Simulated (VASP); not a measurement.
# HO (Fm-3m) in VASP: single point with r2SCAN

Aim: the single point of HO with r2SCAN.

Everything below comes from runs of VASP 6.6.1. Logs are shortened: lines on timing, memory, paths and dates and some standing lists are left out, and cuts for length are marked.

## 1. Starting point

It takes space group Fm-3m (No. 225, cubic). Conventional cell: a = 3.697 Å, b = 3.697 Å, c = 3.697 Å, α = 90.00°, β = 90.00°, γ = 90.00°. O (site symmetry m-3m) has 6 H at 1.85 Å as nearest neighbours. H (site symmetry m-3m) has 6 O at 1.85 Å as nearest neighbours.

The cell was built by a generator and needn't be a form met in nature.

## 2. Single point, r2SCAN

POSCAR reads:

```
HO
1.0
    0.0000000000      1.8483120000      1.8483120000
    1.8483120000      0.0000000000      1.8483120000
    1.8483120000      1.8483120000      0.0000000000
O H
1 1
Direct
    0.5000000000      0.5000000000      0.5000000000
    0.0000000000      0.0000000000      0.0000000000
```

INCAR.step1 reads:

```
PREC = Accurate ; ENCUT = 520
ISMEAR = -5 ; SIGMA = 0.1
LREAL = F ; LASPH = T
NELM = 80 ; GGA = PE
ALGO = Normal ; EDIFF = 1E-4
LWAVE = T ; LCHARG = F
```

INCAR.step2 reads:

```
PREC = Accurate ; ENCUT = 520
EDIFF = 1E-6 ; ISMEAR = -1
SIGMA = 0.1 ; LREAL = F
LASPH = T ; NELM = 80
ALGO = Normal ; ISIF = 2
LWAVE = F ; LCHARG = F
METAGGA = R2SCAN ; LMIXTAU = T
LORBIT = 10 ; ISTART = 1
```

KPOINTS reads:

```
regular mesh
0
Gamma
  15 15 15
```

Potentials or basis: VASP PAW PBE potentials, release 64 (O, H).

The run is started by

```
$ cat potpaw_PBE.64/O/POTCAR potpaw_PBE.64/H/POTCAR > POTCAR
$ cp INCAR.step1 INCAR
$ mpirun -np 1 vasp_std > vasp.out
$ cp INCAR.step2 INCAR
$ mpirun -np 1 vasp_std > vasp.out
```

OUTCAR:

```text
PREC = Accurate
   ENCUT = 520
   EDIFF = 1E-6
   ISMEAR = -1
   LREAL = F
   LASPH = T
   NELM = 80
   ISIF = 2
   METAGGA = R2SCAN
   LORBIT = 10
   ISTART = 1

 ion  position               nearest neighbor table
   1  0.500  0.500  0.500-
   2  0.000  0.000  0.000-

  LATTYP: Found a face centered cubic cell.
 ALAT       =     3.6966240000

  Lattice vectors:

 A1 = (   0.0000000000,   1.8483120000,   1.8483120000)
 A2 = (   1.8483120000,   0.0000000000,   1.8483120000)
 A3 = (   1.8483120000,   1.8483120000,   0.0000000000)

Analysis of symmetry for initial positions (statically):
=====================================================================
 Subroutine PRICEL returns:
 Original cell was already a primitive cell.

 Routine SETGRP: Setting up the symmetry group for a
 face centered cubic supercell.

 Subroutine GETGRP returns: Found 48 space group operations
 (whereof 48 operations were pure point group operations)
 out of a pool of 48 trial point group operations.

The static configuration has the point symmetry O_h .

Analysis of symmetry for dynamics (positions and initial velocities):
=====================================================================
 Subroutine PRICEL returns:
 Original cell was already a primitive cell.

 Routine SETGRP: Setting up the symmetry group for a
 face centered cubic supercell.

 Subroutine GETGRP returns: Found 48 space group operations
 (whereof 48 operations were pure point group operations)
 out of a pool of 48 trial point group operations.

The dynamic configuration has the point symmetry O_h .

 Subroutine INISYM returns: Found 48 space group operations
 (whereof 48 operations are pure point group operations),
 and found     1 'primitive' translations

----------------------------------------------------------------------------------------

                                     Primitive cell

  volume of cell :      12.6286

  direct lattice vectors                    reciprocal lattice vectors
     0.000000000  1.848312000  1.848312000    -0.270517099  0.270517099  0.270517099
     1.848312000  0.000000000  1.848312000     0.270517099 -0.270517099  0.270517099
     1.848312000  1.848312000  0.000000000     0.270517099  0.270517099 -0.270517099

  length of vectors
     2.613907898  2.613907898  2.613907898     0.468549360  0.468549360  0.468549360

  position of ions in fractional coordinates (direct lattice)
     0.500000000  0.500000000  0.500000000
     0.000000000  0.000000000  0.000000000

  ion indices of the primitive-cell ions
   primitive index   ion index
                 1           1
                 2           2

----------------------------------------------------------------------------------------

 KPOINTS: regular mesh

Automatic generation of k-mesh.
 Grid dimensions read from file:
 generate k-points for:   15   15   15

 Generating k-lattice:

  Cartesian coordinates                     Fractional coordinates (reciprocal lattice)
    -0.018034473  0.018034473  0.018034473     0.066666667  0.000000000  0.000000000
     0.018034473 -0.018034473  0.018034473     0.000000000  0.066666667  0.000000000
     0.018034473  0.018034473 -0.018034473     0.000000000  0.000000000  0.066666667

  Length of vectors
     0.031236624  0.031236624  0.031236624

  Shift w.r.t. Gamma in fractional coordinates (k-lattice)
     0.000000000  0.000000000  0.000000000

 Subroutine IBZKPT returns following result:
 ===========================================

 Found    120 irreducible k-points:

 Following reciprocal coordinates:
            Coordinates               Weight
  0.000000  0.000000  0.000000      1.000000
  0.066667  0.000000  0.000000      8.000000
  0.133333  0.000000  0.000000      8.000000
  0.200000  0.000000  0.000000      8.000000
  0.266667  0.000000  0.000000      8.000000
  0.333333  0.000000  0.000000      8.000000
[... 16 lines left out ...]
  0.133333  0.133333  0.000000      6.000000
  0.200000  0.133333  0.000000     24.000000
 [... further k-points ...]
   k-points           NKPTS =    120   k-points in BZ     NKDIM =    120   number of bands    NBANDS=      7
   number of dos      NEDOS =    301   number of ions     NIONS =      2
   total plane-waves  NPLWV =   8000
   dimension x,y,z NGX =    20 NGY =   20 NGZ =   20
   dimension x,y,z NGXF=    40 NGYF=   40 NGZF=   40
   ions per type =               1   1
   NGX,Y,Z   is equivalent  to a cutoff of  12.72, 12.72, 12.72 a.u.
   NGXF,Y,Z  is equivalent  to a cutoff of  25.44, 25.44, 25.44 a.u.
 SYSTEM =  unknown system
   PREC   = accura    normal or accurate (medium, high low for compatibility)
   ISTART =      1    job   : 0-new  1-cont  2-samecut
   ICHARG =      0    charge: 1-file 2-atom 10-const
   ISPIN  =      1    spin polarized calculation?
   LNONCOLLINEAR =      F non collinear calculations
   LSORBIT =      F    spin-orbit coupling
   LASPH  =      T    aspherical Exc in radial PAW
   ENCUT  =  520.0 eV  38.22 Ry    6.18 a.u.   4.86  4.86  4.86*2*pi/ulx,y,z
   NELM   =     80;   NELMIN=  2; NELMDL=  0     # of ELM steps
   EDIFF  = 0.1E-05   stopping-criterion for ELM
   LREAL  =      F    real-space projection
   EDIFFG = 0.1E-04   stopping-criterion for IOM
   NSW    =      0    number of steps for IOM
   IBRION =     -1    ionic relax: 0-MD 1-quasi-New 2-CG
   NFREE  =      0    steps in history (QN), initial steepest desc. (CG)
   ISIF   =      2    stress and relaxation
   ISYM   =      2    0-nonsym 1-usesym 2-fastsym
   POTIM  = 0.5000    time-step for ionic-motion
   TEBEG  =    0.0;   TEEND  =   0.0 temperature during run
   PSTRESS=    0.0 pullay stress
   NELECT =       7.0000    total number of electrons
   NUPDOWN=      -1.0000    fix difference up-down
   EMIN   =  10.00;   EMAX   =-10.00  energy-range for DOS
   EFERMI =   0.00;   METHOD = LEGACY
   ISMEAR =    -1;   SIGMA  =   0.10  broadening in eV -4-tet -1-fermi 0-gaus
   EFERMI_NEDOS =   21; number of points for ismear=-14 and -15
   IALGO  =     38    algorithm
   IMIX   =      4    mixing-type and parameters
     AMIX     =   0.40;   BMIX     =  1.00
     AMIX_MAG =   1.60;   BMIX_MAG =  1.00
  volume/ion in A,a.u.               =       6.31        42.61
  Fermi-wavevector in a.u.,A,eV,Ry     =   1.344793  2.541291 24.605718  1.808469
  Thomas-Fermi vector in A             =   2.472758
   LORBIT       =     10    0 simple, 1 ext, 2 COOP (PROOUT), +10 PAW based schemes
   METAGGA = R2SCAN    functional components
   LHFCALC =     F    Hartree Fock is set to
   AEXX    =    0.0000 exact exchange contribution
   IVDW    =     0    specifies the selected vdW correction
   LEPSILON=     F    determine dielectric tensor
   LRPA    =     F    only Hartree local field effects (RPA)
 non-spin polarized calculation
  energy-cutoff  :      520.00
  volume of cell :       12.63
 maximum number of plane-waves:       349
   NGX =  9   NGY =  9   NGZ =  9

 number of electron       6.9999998 magnetization

 Free energy of the ion-electron system (eV)
  ---------------------------------------------------
  ext. energy  EPLUGINS =         0.00000000
  ---------------------------------------------------
  free energy    TOTEN  =        -6.74781435 eV

  energy without entropy =       -6.68657300  energy(sigma->0) =       -6.71719368

 E-fermi :   0.0278     XC(G=0): -11.6125

 val. band max:        0.0256397037   @ k =  -0.4000   0.0667   0.0000
 cond. band min:       0.0327813652   @ k =  -0.1333   0.1333   0.0000
 fundamental gap:      0.0071416616
 Fermi energy:         0.0277550907

 k-point     1 :       0.0000    0.0000    0.0000
  band No.  band energies     occupation
      1     -19.8037      2.00000
      2       0.7013      0.00237
      3       0.7013      0.00237
      4       0.7013      0.00237
      5       3.3597      0.00000
      6      27.2361      0.00000
      7      27.9265      0.00000

 k-point     2 :       0.0667    0.0000    0.0000
  band No.  band energies     occupation
      1     -19.7216      2.00000
      2       0.0779      0.75418
      3       0.6807      0.00292
      4       0.6807      0.00292
      5       3.8958      0.00000
      6      25.9645      0.00000
      7      27.1406      0.00000

 k-point     3 :       0.1333    0.0000    0.0000
  band No.  band energies     occupation
      1     -19.4816      2.00000
      2      -1.1563      1.99999
      3       0.6231      0.00518
      4       0.6231      0.00518
      5       4.8761      0.00000
      6      23.3891      0.00000
      7      26.4986      0.00000

 k-point     4 :       0.2000    0.0000    0.0000
  band No.  band energies     occupation
      1     -19.1032      2.00000
      2      -2.5301      2.00000
      3       0.5402      0.01183
      4       0.5402      0.01183
      5       5.8566      0.00000
      6      20.9880      0.00000
      7      26.0727      0.00000

 k-point     5 :       0.2667    0.0000    0.0000
  band No.  band energies     occupation
      1     -18.6246      2.00000
      2      -3.8837      2.00000
      3       0.4477      0.02957
      4       0.4477      0.02957
      5       6.7291      0.00000
      6      18.9415      0.00000
      7      25.8031      0.00000
[... 161 lines left out ...]
 k-point    22 :      -0.0667    0.0667    0.0000
  band No.  band energies     occupation
      1     -19.5870      2.00000
      2      -0.6164      1.99682
      3       0.5375      0.01215
      4       0.6950      0.00253
      5       4.5037      0.00000
      6      24.9687      0.00000
      7      25.3098      0.00000

 k-point    23 :       0.1333    0.1333    0.0000
  band No.  band energies     occupation
      1     -19.3768      2.00000
      2      -1.1849      1.99999
      3       0.4008      0.04684
      4       0.4008      0.04684
      5       5.0780      0.00000
      6      23.6248      0.00000
      7      24.3755      0.00000

 k-point    24 :       0.2000    0.1333    0.0000
  band No.  band energies     occupation
      1     -19.1003      2.00000
      2      -2.0114      2.00000
      3       0.2601      0.17846
      4       0.3006      0.12267
      5       5.5945      0.00000
      6      22.0723      0.00000
      7      23.2524      0.00000

 [... further k-points ...]
[... 5 lines left out ...]
  --------------------------------------------------------------------------------------
  -------------------------------------------------------------------------------------
  Total       -2.1454188     -2.1454188     -2.1454188      0.0000000      0.0000000     -0.0000000
  in kB     -272.1866447   -272.1866447   -272.1866447      0.0000000      0.0000000     -0.0000000
  external PRESSURE =    -272.1866447 kB  Pullay stress =       0.0000000 kB

 VOLUME and BASIS-vectors are now :
 -----------------------------------------------------------------------------
  energy-cutoff  :      520.00
  volume of cell :       12.63
      direct lattice vectors                 reciprocal lattice vectors
     0.000000000  1.848312000  1.848312000    -0.270517099  0.270517099  0.270517099
     1.848312000  0.000000000  1.848312000     0.270517099 -0.270517099  0.270517099
     1.848312000  1.848312000  0.000000000     0.270517099  0.270517099 -0.270517099

 POSITION                                       TOTAL-FORCE (eV/Angst)
 -----------------------------------------------------------------------------------
      1.84831      1.84831      1.84831        -0.000000     -0.000000     -0.000000
      0.00000      0.00000      0.00000         0.000000      0.000000      0.000000
 -----------------------------------------------------------------------------------
    total drift:                                0.000000      0.000000      0.000000

  FREE ENERGIE OF THE ION-ELECTRON SYSTEM (eV)
  ---------------------------------------------------
  free  energy   TOTEN  =        -6.7478143487 eV

  energy  without entropy=       -6.6865730014  energy(sigma->0) =       -6.71719368

 total charge

# of ion       s       p       d       tot
------------------------------------------
    1        1.624   3.097   0.000   4.721
    2        0.244   0.017   0.000   0.260
--------------------------------------------------
tot          1.868   3.114   0.000   4.982
```

Run time: 40 s. Hardware: 1 thread of Intel Xeon Platinum 8375C at 2.90GHz (Ice Lake), shared host; peak memory 0.12 GiB.

Results:

```yaml
Free_energy: -6.7478 eV
Pressure: -27.2 GPa
Band_gap_on_the_k_mesh: none (metal or under the smearing width)
Valence_electrons_inside_the_program's_atomic_spheres: O 4.72; H 0.26
```

Caveat: so large a pressure means that the cell lies far from this level's equilibrium, or that cutoff or potentials fall short; the potentials were made for another functional, which shifts forces and pressure; an odd number of electrons without spin polarisation forces a metal; a magnetic or distorted state may lie lower.
